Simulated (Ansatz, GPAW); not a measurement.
# Ballistic transport through a Nb chain with one Sn atom in line, cheap and dear, part 2 of 3

How well does a Nb chain with one Sn atom in line conduct at low bias, and how far do basis and functional move the answer?

GPAW 26.7.0 and Ansatz 0.2.0; Ansatz plane waves; Landauer transmission by layers, zero bias (the session's first sound run).

So far: Starting point; Plane-wave reference (PBE).

### 2. Plane-wave reference (PBE) (continued)

Valence density in the ca plane at fractional y = 0.500, with atoms of Nb and Sn within 0.2 Å of it. It is the smooth field of the valence electrons, not physical close to the nuclei.

Ten steps, logarithmic in the rise over the least value, from '0' (0 e/Å³) to '9' (12 e/Å³), each cell a mean:
```
00000000000000000000000000000000000000000000
00000000000000000000000000000000000000000000
00000000000000000000000000000000000000000000
00000000000000000000000000000000000000000000
00000000000000000000000000000000000000000000
00000000000000000000000000000000000000000000
00000000000000000000000000000000000000000000
00000000000000000000000001100000000000000000
21111221111122111122111112221111221111222111
53223554323455322355422234432223554323454322
76445776534677634677643358864346776435777534
87446887545787644788753479974347887546787645
76446787545787644677753469974346777545787644
65334665433566433566532346653235665334666433
32222332222333222233221223322122332222333222
11111111111111111111111111111111111111111111
00000000000000000000000000000000000000000000
00000000000000000000000000000000000000000000
00000000000000000000000000000000000000000000
00000000000000000000000000000000000000000000
00000000000000000000000000000000000000000000
00000000000000000000000000000000000000000000
00000000000000000000000000000000000000000000
00000000000000000000000000000000000000000000
```
Columns run along c (16.0 Å, from fractional 0.24 to 0.69 of the cell), rows up along a (9.0 Å). Atoms in or near the plane, at fractional coordinates: Nb at (0.30, 0.50), Nb at (0.36, 0.50), Nb at (0.43, 0.50), Sn at (0.50, 0.50), Nb at (0.57, 0.50), Nb at (0.64, 0.50).

ELF in the ca plane at fractional y = 0.500, with atoms of Nb and Sn within 0.2 Å of it. It is the smooth field of the valence electrons, not physical close to the nuclei.

Ten even steps from '0' (0.00) to '9' (0.72), each cell a mean:
```
00000000000000000000000000000000000000000000
00000000000000000000000000000000000000000000
00000000000000111100000000000000001111000000
11111100111111222210000000000000011222111111
12332111222112344311001111111100012443211222
23553212343222466421112333333211124665322343
24664222454223577521124555555421124775322455
23664212564212477421136776677631113675212465
23553222464222355321236865568742123564222355
74444776444677444577536654446645775444676444
98448999646999844899955531125559999547999745
69549748747947944965964420014459659648848845
89448879646978844987964520014559879547979745
96446998544899644699845643245647997445898544
33453343454343355334336754457743343453343354
13663112464212366311136876678741113674212365
24664212565222577421125666666531124775322465
24554222454223577421123444444321124675322354
23443212232222455321111122222111113554222232
11221111111111233210000000000000012332111111
01111000000001111100000000000000001111100000
00000000000000000000000000000000000000000000
00000000000000000000000000000000000000000000
00000000000000000000000000000000000000000000
```
Columns run along c (16.0 Å, from fractional 0.24 to 0.69 of the cell), rows up along a (9.0 Å). Atoms in or near the plane, at fractional coordinates: Nb at (0.30, 0.50), Nb at (0.36, 0.50), Nb at (0.43, 0.50), Sn at (0.50, 0.50), Nb at (0.57, 0.50), Nb at (0.64, 0.50).

T at the Fermi level is 2.74 of 6 open channels a spin.

### 3. Plane waves at a low cutoff

The cutoff is lowered to see how much of it the transmission needs.

Input file input.yaml:

```yaml
crystal:
  lattice:
    - [9.0, 0.0, 0.0]
    - [0.0, 9.0, 0.0]
    - [0.0, 0.0, 35.5852]
  atoms:
    - { symbol: Nb, position: [0.5, 0.5, 0.0330193451] }
    - { symbol: Nb, position: [0.5, 0.5, 0.0990580354] }
    - { symbol: Nb, position: [0.5, 0.5, 0.1650967256] }
    - { symbol: Nb, position: [0.5, 0.5, 0.2311354158] }
    - { symbol: Nb, position: [0.5, 0.5, 0.2971741061] }
    - { symbol: Nb, position: [0.5, 0.5, 0.3632127963] }
    - { symbol: Nb, position: [0.5, 0.5, 0.4292514866] }
    - { symbol: Sn, position: [0.5, 0.5, 0.5] }
    - { symbol: Nb, position: [0.5, 0.5, 0.5707485134] }
    - { symbol: Nb, position: [0.5, 0.5, 0.6367872037] }
    - { symbol: Nb, position: [0.5, 0.5, 0.7028258939] }
    - { symbol: Nb, position: [0.5, 0.5, 0.7688645842] }
    - { symbol: Nb, position: [0.5, 0.5, 0.8349032744] }
    - { symbol: Nb, position: [0.5, 0.5, 0.9009419646] }
    - { symbol: Nb, position: [0.5, 0.5, 0.9669806549] }
kpoints:
  mp_grid: { grid: [1, 1, 2] }
hamiltonian:
  xc: pbe
scf:
  occupations: { method: fermi_dirac, width: 0.1 }
output:
  transmission:
    leads: [[0, 1]]
    e_range: [-2, 2]
    de: 0.05
    kmesh: [1, 1]
    reduced_basis: true
  write_potential: true
  write_density: true
  volumetric_format: npy
basis:
  ecutwfc: "200 eV"
```

Started as:

```sh
$ ansatz run input.yaml --threads 2 --pin off --max-ram 4096MiB --backend cpu --events-out ev --progress --plain --runs-dir out
```

Numbers of over 12 decimals in the logs are rounded to 6 here.

The program printed:

```text
Warning: basis.ecutwfc = 200 eV is below the records' recommended 420 eV, and the density's cutoff is lower with it unless basis.ecutrho_ratio is high enough to keep the records' density cutoff: compare with a run at a higher cutoff
[...]
Crystal: 15 atoms, lattice volume = 2882.401 Å³
Basis set: ecut = 200 eV, 18559 PW (Γ)
Bands: 118, of which v1, the nominal top of the filled ones, is band 98 counted from 1 (97 counted from 0)
Symmetry: 16 space group operations
[...]
k-points: 2
[...]
SCF iter   1: F=—  HF=-69658.513005 eV  |F-HF|=—  |Δ(HF+E_count)|=         —  Δρ=1.94e-2  dr2=2.89e1  ethr=1.77e-3  ⟨swp⟩=8.5  Hψ=936  notcnv=0
[...]
SCF iter  11: F=-69656.295135 eV  HF=-69656.295135 eV  |F-HF|=2.65e-8  |Δ(HF+E_count)|=   4.91e-7  Δρ=1.03e-6  dr2=9.35e-8  ethr=5.10e-11  ⟨swp⟩=6.5  Hψ=765  notcnv=0
SCF 1 converged in 11 iterations: F = -69656.295135 eV  dr2 = 9.35e-8
[...]
transmission: 31 of 186 steps passed
transmission: 62 of 186 steps passed
[...]
transmission: 186 of 186 steps passed
WARN: The output density's exchange-correlation potential varies sharply where the density is thin. Do not read a vacuum level from v_tot or v_xc, or from such a field of the output density. On a cell that repeats whose density bears no net charge and no dipole along the vacuum's axis use v_es (v_loc + v_h of the components); under efield.dipole_correction with no amplitude use v_es + v_field, which holds any externa [...]
SCF converged after 11 iterations
Free energy (F): -69656.295135 eV
[...]
Internal energy: -69654.915462 eV  (E = F + TS)
E sigma→0 (E₀):  -69655.605298 eV
Entropy (-TS):   -1.379672 eV (-91.978 meV/atom)
Fermi energy:    -2.004424 eV
[...]
--- Band table (eV) ---
  k-point 0: bands = [... 94 lower, -2.1094, -2.0986, -2.0769, -1.9695, -1.9508, -1.8915, -1.8915, -1.8904, ... 16 higher]
  k-point 1: bands = [... 94 lower, -2.2282, -2.1751, -2.1215, -2.0994, -1.9675, -1.9457, -1.7973, -1.7845, ... 16 higher]
--- Transmission ---
  basis      : 341 plane waves across, 31 finite elements along
  points     : 1, standing for a mesh of 1 x 1
[...]
channels       : 6.000000e0 a spin
[...]
junction   : crystal 0 to crystal 0, 0.70 to 33.93 Å
    transmission   : 2.724318e0 a spin
    error estimate : 6.074184e-4 a spin from the reduction of the transverse basis, at the most 1.399517e-3 at -0.500000 eV
[...]
```

Wall time 83 s (2 threads of Arm Neoverse V2, shared host); peak memory 1.4 GiB; 2.6 min of CPU time.

The run finished with changed settings (basis.ecutwfc = "low"); it serves as a test.

Side by side:

```csv
quantity,this run,sound run,difference
free energy (eV),-69656.30,-69692.89,36.6
smearing term TS (eV),1.3797,1.4128,-0.0332
transmission at the Fermi level (one spin),2.7243,2.7413,-0.0170
step of the potential along the lead (meV),1.1,1.4,-0.300
```

One result that differs is the step of the potential along the lead, 1.1 meV against 1.4 meV.

### 4. GPAW, dzp

Localised orbitals split the wire into layers that couple to their neighbours alone, which is what the Green's function method needs; double zeta with polarisation is the usual level for numbers.

This step: GPAW LCAO, PAW setups; Landauer transmission from Green's functions with principal layers (ASE), zero bias (GPAW 26.7.0).

Input file run.py:

```python
import json
import numpy as np
from ase import Atoms
from ase.transport.calculators import TransportCalculator
from gpaw import GPAW, FermiDirac
from gpaw.lcao.tools import get_lcao_hamiltonian
from scipy.linalg import eigh

# The junction with lead layers at both ends, along the third cell vector
device = Atoms(
    ['Nb', 'Nb', 'Nb', 'Nb', 'Nb', 'Nb', 'Nb', 'Sn', 'Nb', 'Nb', 'Nb', 'Nb', 'Nb', 'Nb', 'Nb'],
    positions=[
        [4.50000, 4.50000, 1.17500],
        [4.50000, 4.50000, 3.52500],
        [4.50000, 4.50000, 5.87500],
        [4.50000, 4.50000, 8.22500],
        [4.50000, 4.50000, 10.57500],
        [4.50000, 4.50000, 12.92500],
        [4.50000, 4.50000, 15.27500],
        [4.50000, 4.50000, 17.79260],
        [4.50000, 4.50000, 20.31020],
        [4.50000, 4.50000, 22.66020],
        [4.50000, 4.50000, 25.01020],
        [4.50000, 4.50000, 27.36020],
        [4.50000, 4.50000, 29.71020],
        [4.50000, 4.50000, 32.06020],
        [4.50000, 4.50000, 34.41020]],
    cell=[[9.0, 0.0, 0.0], [0.0, 9.0, 0.0], [0.0, 0.0, 35.5852]],
    pbc=True)

# One principal layer of the lead: the first 5 atoms of the device
lead = Atoms(
    ['Nb', 'Nb', 'Nb', 'Nb', 'Nb'],
    positions=[
        [4.50000, 4.50000, 1.17500],
        [4.50000, 4.50000, 3.52500],
        [4.50000, 4.50000, 5.87500],
        [4.50000, 4.50000, 8.22500],
        [4.50000, 4.50000, 10.57500]],
    cell=[[9.0, 0.0, 0.0], [0.0, 9.0, 0.0], [0.0, 0.0, 11.75]],
    pbc=True)

settings = dict(mode='lcao', basis='dzp', xc='PBE', h=0.2,
                occupations=FermiDirac(0.1), maxiter=250,
                mixer=dict(beta=0.1, nmaxold=8, weight=100.0),
                convergence=dict(density=0.0001))
energies = np.arange(-2, 2 + 1e-9, 0.05)
eta = 0.0001
n1, n2 = 1, 1
# k and -k transmit alike, so half of the mesh across the current serves
mesh = [(i, j) for i in range(n1) for j in range(n2) if (i, j) <= (-i % n1, -j % n2)]
weights = np.array([1 if (i, j) == (-i % n1, -j % n2) else 2 for i, j in mesh]) / (n1 * n2)

# [... helper functions left out ...]
fermi_lead = ground_state(lead, (1, 1, 10), 'lead.txt')
fermi_device = ground_state(device, (1, 1, 2), 'device.txt')
# [... loop over the mesh left out, but for ...]
        # Shift the lead onto the potential of the device's first layer
        shift = ((H[:, 0, 0] - H0[:, 0, 0]) / S0[0, 0]).real.mean()
# [...]
kT = 8.617333e-5 * 300
bias = [0.1, 0.2, 0.5, 1.0, 1.5, 2.0]
# [... integrals and printing left out ...]
```

Started as:

```sh
$ OMP_NUM_THREADS=1 OPENBLAS_NUM_THREADS=2 python run.py
```

The program printed:

```text
basis functions: device 429, principal layer 145
Fermi level: lead -2.3976 eV, device -2.4279 eV; lead shifted by -0.0102 eV
largest coupling past the next layer 3.08e-07 eV, largest misfit of the first layer 0.023 eV
  E-E_F (eV)   T (one spin)  [channel counts left out]
    -2.000    1.2088e+00
    -1.950    1.2346e+00
    -1.900    1.2629e+00
    -1.850    1.2936e+00
    -1.800    1.3263e+00
    -1.750    1.3605e+00
    -1.700    1.3956e+00
    -1.650    1.4309e+00
    -1.600    1.4658e+00
    -1.550    1.4996e+00
    -1.500    1.5312e+00
    -1.450    1.5546e+00
    -1.400    1.5805e+00
    -1.350    1.6085e+00
    -1.300    1.6388e+00
    -1.250    1.6728e+00
[...]
1.650    7.4692e-01
     1.700    6.1973e-01
     1.750    6.1568e-01
     1.800    6.1179e-01
     1.850    6.0803e-01
     1.900    6.0456e-01
     1.950    6.0135e-01
     2.000    5.9837e-01
conductance at 300 K: 2.7478 G0 a cell; thermopower -0.1245 uV/K
current from the zero-bias T(E) at 0.1 V: 21.283 uA
current from the zero-bias T(E) at 0.2 V: 42.523 uA
current from the zero-bias T(E) at 0.5 V: 105.55 uA
current from the zero-bias T(E) at 1.0 V: 205.39 uA
current from the zero-bias T(E) at 1.5 V: 294.34 uA
current from the zero-bias T(E) at 2.0 V: 370.63 uA
```

Wall time 3.4 min (2 threads); peak memory 1.5 GiB.

Numbers from this step:

```yaml
conductance: 2.748 G₀
largest_coupling_past_the_next_principal_layer: 3.08e-7 eV
largest_misfit_of_the_first_principal_layer: 0.02256 eV
shift_that_aligns_the_lead: -0.01023 eV
basis_functions_of_the_junction: 429
basis_functions_of_a_principal_layer: 145
transmission_at_the_fermi_level_one_spin: 2.751
```

One spin. The transmission, zone mean by energy, zero at the Fermi level:

```csv
energy (eV),"transmission, zone mean"
-2.000,1.21
-1.800,1.33
-1.600,1.47
-1.400,1.58
-1.200,1.71
-1.000,1.91
-0.800,2.12
-0.600,2.37
-0.400,2.57
-0.200,2.7
0.000,2.75
0.200,2.71
0.400,2.56
0.600,2.30
0.800,2.01
1.000,1.74
1.200,1.47
1.400,1.19
1.600,0.847
1.800,0.612
2.000,0.598
```

Not self-consistent under bias; the bias window is split evenly. Table of current through one cell, from the zero-bias transmission by bias:

```csv
bias (V),"current through one cell, from the zero-bias transmission (μA)"
0.100,21.3
0.200,42.5
0.500,106
1.000,205
1.500,294
2.000,371
```

Table of transmission of the three most open eigenchannels by energy, zero at the Fermi level:

```csv
energy (eV),channel 1,channel 2,channel 3
-2.00,0.974,0.117,0.117
-1.90,0.966,0.148,0.148
-1.80,0.957,0.185,0.185
-1.70,0.946,0.225,0.225
-1.55,0.928,0.286,0.286
-1.45,0.904,0.325,0.325
-1.35,0.882,0.363,0.363
-1.25,0.866,0.403,0.403
-1.15,0.852,0.447,0.447
-1.05,0.840,0.493,0.493
-0.90,0.824,0.587,0.587
-0.80,0.816,0.651,0.651
-0.70,0.810,0.717,0.717
-0.60,0.805,0.782,0.782
-0.50,0.841,0.841,0.797
-0.40,0.891,0.891,0.791
-0.25,0.948,0.948,0.779
-0.15,0.974,0.974,0.769
-0.05,0.992,0.992,0.760
0.00,0.996,0.996,0.755
0.05,0.999,0.999,0.751
0.15,0.994,0.994,0.742
0.25,0.974,0.974,0.731
0.40,0.917,0.917,0.719
0.50,0.861,0.861,0.711
0.60,0.796,0.796,0.704
0.70,0.727,0.727,0.695
0.80,0.688,0.659,0.659
0.90,0.680,0.594,0.594
1.05,0.668,0.501,0.501
1.15,0.660,0.439,0.439
1.25,0.652,0.375,0.375
1.35,0.643,0.307,0.307
1.45,0.634,0.234,0.234
1.55,0.629,0.154,0.154
1.70,0.615,0.00440,2.1e-4
1.80,0.607,0.00464,1.0e-4
1.90,0.600,0.00490,3.5e-8
2.00,0.593,0.00515,3.4e-8
```

At the Fermi level T is 2.75 against 2.74 in plane waves. Couplings past the next layer reach 3.1e-7 eV, small enough to drop; the matrix elements of the cell's first layer differ from the bulk lead's by up to 0.023 eV. That layer keeps its own values in the calculation, and only beyond it is the lead taken as perfect. The Fermi levels of lead and junction count from different zeros of potential, one for each periodic cell; with both set to zero, the small remaining shift is what aligns them. By hand: G = 2.748 × 77.48 μS = 213 μS, a resistance of 4.70 kΩ; at 0.1 V a linear junction would pass 21.3 μA, and the integral over the bias window gives 21.3 μA.

### 5. Single-zeta polarised basis

The second zeta is dropped, the polarisation orbitals stay.

Changes to run.py since step 4:

```diff
@@ -42,3 +42,3 @@
 
-settings = dict(mode='lcao', basis='dzp', xc='PBE', h=0.2,
+settings = dict(mode='lcao', basis='szp(dzp)', xc='PBE', h=0.2,
                 occupations=FermiDirac(0.1), maxiter=250,
```

The program printed:

```text
basis functions: device 238, principal layer 80
Fermi level: lead -2.5972 eV, device -2.6213 eV; lead shifted by -0.0096 eV
largest coupling past the next layer 3.00e-07 eV, largest misfit of the first layer 0.022 eV
  E-E_F (eV)   T (one spin)  [channel counts left out]
    -2.000    1.2110e+00
    -1.950    1.2388e+00
    -1.900    1.2689e+00
    -1.850    1.3013e+00
    -1.800    1.3355e+00
    -1.750    1.3710e+00
    -1.700    1.4071e+00
    -1.650    1.4432e+00
    -1.600    1.4787e+00
    -1.550    1.5134e+00
    -1.500    1.5470e+00
    -1.450    1.5795e+00
    -1.400    1.6109e+00
    -1.350    1.6408e+00
    -1.300    1.6615e+00
    -1.250    1.6846e+00
[...]
1.650    1.1243e+00
     1.700    1.0462e+00
     1.750    9.6221e-01
     1.800    8.7195e-01
     1.850    7.7829e-01
     1.900    6.7784e-01
     1.950    5.8792e-01
     2.000    5.8416e-01
conductance at 300 K: 2.7296 G0 a cell; thermopower -0.5992 uV/K
current from the zero-bias T(E) at 0.1 V: 21.142 uA
current from the zero-bias T(E) at 0.2 V: 42.241 uA
current from the zero-bias T(E) at 0.5 V: 104.85 uA
current from the zero-bias T(E) at 1.0 V: 204.42 uA
current from the zero-bias T(E) at 1.5 V: 294.42 uA
current from the zero-bias T(E) at 2.0 V: 373.45 uA
```

Elapsed: 2.2 min, on 2 threads; peak memory 1.4 GiB.

Numbers from this step:

```yaml
conductance: 2.730 G₀
largest_coupling_past_the_next_principal_layer: 3.00e-7 eV
largest_misfit_of_the_first_principal_layer: 0.02153 eV
shift_that_aligns_the_lead: -0.009634 eV
basis_functions_of_the_junction: 238
basis_functions_of_a_principal_layer: 80
transmission_at_the_fermi_level_one_spin: 2.732
```

One spin. Transmission, zone mean against energy, zero at the Fermi level:

energy (eV), transmission, zone mean and a bar from the least value:
```
    -2.00       1.21 #########
    -1.90       1.27 ##########
    -1.80       1.34 ##########
    -1.70       1.41 ###########
    -1.55       1.51 #############
    -1.45       1.58 ##############
    -1.35       1.64 ###############
    -1.25       1.68 ###############
    -1.15       1.75 ################
    -1.05       1.83 #################
    -0.90       1.96 ###################
    -0.80       2.07 #####################
    -0.70       2.17 ######################
    -0.60       2.29 ########################
    -0.50       2.39 #########################
    -0.40       2.49 ##########################
    -0.25       2.61 ############################
    -0.15       2.68 #############################
    -0.05       2.72 ##############################
     0.00       2.73 ##############################
     0.05       2.74 ##############################
     0.10       2.74 ##############################
     0.15       2.74 ##############################
     0.25       2.71 ##############################
     0.40       2.62 ############################
     0.50       2.53 ###########################
     0.60       2.42 ##########################
     0.70       2.30 ########################
     0.80       2.18 ######################
     0.90       2.06 ####################
     1.05       1.88 ##################
     1.15       1.76 ################
     1.25       1.65 ###############
     1.35       1.53 #############
     1.45       1.40 ###########
     1.55       1.27 #########
     1.70       1.05 ######
     1.80       0.87 ####
     1.90       0.68 #
     2.00       0.58
```

Not self-consistent under bias; the bias window is split evenly. Current through one cell, from the zero-bias transmission against bias:

```csv
bias (V),"current through one cell, from the zero-bias transmission (μA)"
0.100,21.1
0.200,42.2
0.500,105
1.000,204
1.500,294
2.000,373
```

Transmission of the three most open eigenchannels against energy, zero at the Fermi level:

```csv
energy (eV),channel 1,channel 2,channel 3
-2.00,0.981,0.115,0.115
-1.85,0.970,0.166,0.166
-1.70,0.957,0.225,0.225
-1.60,0.948,0.265,0.265
-1.45,0.934,0.323,0.323
-1.30,0.904,0.379,0.379
-1.15,0.868,0.439,0.439
-1.05,0.855,0.485,0.485
-0.90,0.834,0.564,0.564
-0.75,0.815,0.652,0.652
-0.60,0.800,0.743,0.743
-0.50,0.800,0.800,0.793
-0.35,0.876,0.876,0.783
-0.20,0.936,0.936,0.773
-0.05,0.978,0.978,0.760
0.00,0.988,0.988,0.755
0.05,0.994,0.994,0.750
0.20,0.996,0.996,0.736
0.35,0.967,0.967,0.722
0.50,0.910,0.910,0.709
0.60,0.860,0.860,0.700
0.75,0.775,0.775,0.688
0.90,0.690,0.690,0.676
1.05,0.664,0.607,0.607
1.15,0.655,0.553,0.553
1.30,0.642,0.471,0.471
1.45,0.628,0.384,0.384
1.60,0.614,0.290,0.290
1.70,0.605,0.219,0.219
1.85,0.592,0.0912,0.0912
2.00,0.580,0.00407,2.0e-8
```

The conductance, 2.73 G₀, lies 0.7 % below that of the dzp run.

[end of part 2 of 3]

[Logs are printed without paths, hosts, clocks, repeated set-up lines and the standing remarks that a program may print on its own settings, such as how far it seeks lower states.]

[Hosts, paths, dates, database ids (printed as entryN), source tags and the programs' standing remarks are cut or masked in the printed files.]
